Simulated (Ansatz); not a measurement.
The system is TiO.

```
Ti O
1.0
     3.00939    0.00000    0.00000
     0.00000    3.00939    0.00000
     0.00000    0.00000    3.68042
Ti O
1 1
Direct
  0.00000 0.00000 0.00000
  0.00000 0.00000 0.50000
```

The cell was built by a generator and needn't be a form met in nature.

- Program: Ansatz 0.2.0
- Task: relaxation of cell and atoms
- Functional: PBEsol
- Dispersion: D3(BJ)
- Potentials or basis: Ansatz PAW
- Cutoff: 420 eV (not typed: the program's choice for these potentials)
- k mesh: 9 × 9 × 7
- Occupations: fermi-dirac, width 0.05 eV
- Spin: no spin polarisation

At the start: volume 16.67 Å³/atom.

Task: How do energy, volume and symmetry change on relaxing?

Result: It ends after 7 steps and the volume is 15.24 Å³/atom (-8.6 %); space group P4/mmm (No. 123, to 0.05 Å).

Step by step:
| step | energy change (eV) | largest force (eV/Å) | volume (Å³) |
| --- | --- | --- | --- |
| 1 | 0.0000 | 0.0000 | 33.33 |
| 2 | -0.0462 | 0.0000 | 29.96 |
| 3 | -0.0489 | 0.0000 | 30.73 |
| 4 | -0.0493 | 0.0000 | 30.62 |
| 5 | -0.0451 | 0.0000 | 30.62 |
| 6 | -0.0456 | 0.0000 | 30.48 |
| 7 | -0.0453 | 0.0000 | 30.48 |

Final structure:
```
Ti O
1.0
     2.89194    0.00000    0.00000
     0.00000    2.89194    0.00000
     0.00000    0.00000    3.64441
Ti O
1 1
Direct
  0.00000 0.00000 0.00000
  0.00000 0.00000 0.50000
```

Caveat: the plane-wave basis is chosen anew once the cell has moved, so the energies of steps on either side of that aren't comparable; the pressure holds a Pulay correction of +0.4 GPa for the finite cutoff; pairwise dispersion overbinds metals, which lowers pressure and volume; the PAW data sets come from PBE, with cores solved anew for the run's functional, which leaves a small shift of forces and pressure.
